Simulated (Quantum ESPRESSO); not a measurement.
A run of Quantum ESPRESSO 7.5 is set up as follows.

File pw.in:

```
&CONTROL
  calculation = 'scf'
  prefix = 'pwscf'
  outdir = './tmp'
  pseudo_dir = './pseudo'
  tprnfor = .true.
  tstress = .true.
  disk_io = 'low'
/
&SYSTEM
  ibrav = 0
  nat = 1
  ntyp = 1
  ecutwfc = 45
  ecutrho = 360
  nbnd = 16
  occupations = 'smearing'
  smearing = 'fd'
  degauss = 0.00183747
  vdw_corr = 'grimme-d3'
  dftd3_version = 4
/
&ELECTRONS
  conv_thr = 2d-10
  electron_maxstep = 120
  mixing_beta = 0.5
/
ATOMIC_SPECIES
Ag   107.8682 ag_pbesol_v1.4.uspp.F.UPF
CELL_PARAMETERS angstrom
   0.0000000000    2.2004857315    2.2004857315
   2.2004857315    0.0000000000    2.2004857315
   2.2004857315    2.2004857315    0.0000000000
ATOMIC_POSITIONS crystal
Ag     0.0000000000    0.0000000000    0.0000000000
K_POINTS automatic
11 11 11 0 0 0
```

Contents of pp_density.in:

```
&INPUTPP
  prefix = 'pwscf'
  outdir = './tmp'
  filplot = 'density.dat'
  plot_num = 0
/
&PLOT
  nfile = 1
  filepp(1) = 'density.dat'
  iflag = 3
  output_format = 6
  fileout = 'density.cube'
/
```

The input pp_potential.in:

```
&INPUTPP
  prefix = 'pwscf'
  outdir = './tmp'
  filplot = 'potential.dat'
  plot_num = 11
/
&PLOT
  nfile = 1
  filepp(1) = 'potential.dat'
  iflag = 3
  output_format = 6
  fileout = 'potential.cube'
/
```

Contents of nscf.in:

```
&CONTROL
  calculation = 'nscf'
  prefix = 'pwscf'
  outdir = './tmp'
  pseudo_dir = './pseudo'
  disk_io = 'low'
/
&SYSTEM
  ibrav = 0
  nat = 1
  ntyp = 1
  ecutwfc = 45
  ecutrho = 360
  nbnd = 16
  occupations = 'tetrahedra_opt'
  vdw_corr = 'grimme-d3'
  dftd3_version = 4
/
&ELECTRONS
  conv_thr = 1d-08
  electron_maxstep = 120
  mixing_beta = 0.5
/
ATOMIC_SPECIES
Ag   107.8682 ag_pbesol_v1.4.uspp.F.UPF
CELL_PARAMETERS angstrom
   0.0000000000    2.2004857315    2.2004857315
   2.2004857315    0.0000000000    2.2004857315
   2.2004857315    2.2004857315    0.0000000000
ATOMIC_POSITIONS crystal
Ag     0.0000000000    0.0000000000    0.0000000000
K_POINTS automatic
17 17 17 0 0 0
```

The input projwfc.in:

```
&PROJWFC
  prefix = 'pwscf'
  outdir = './tmp'
  filpdos = 'p'
  Emin = -2
  Emax = 23
  DeltaE = 0.05
/
```

Potentials or basis: GBRV 1.5 PBEsol.

Command:

```console
$ OMP_NUM_THREADS=1 pw.x -in pw.in > pw.out
$ OMP_NUM_THREADS=1 pp.x -in pp_density.in > pp_density.out
$ OMP_NUM_THREADS=1 pp.x -in pp_potential.in > pp_potential.out
$ OMP_NUM_THREADS=1 pw.x -in nscf.in > nscf.out
$ OMP_NUM_THREADS=1 projwfc.x -in projwfc.in > projwfc.out
```

(1) What does it give for the band gap on the k mesh?

(2) Predict the pressure.

Answers

(1) none (metal or under the smearing width).

(2) -18.1 GPa.

Caveat: pairwise dispersion overbinds metals, which lowers pressure and volume.
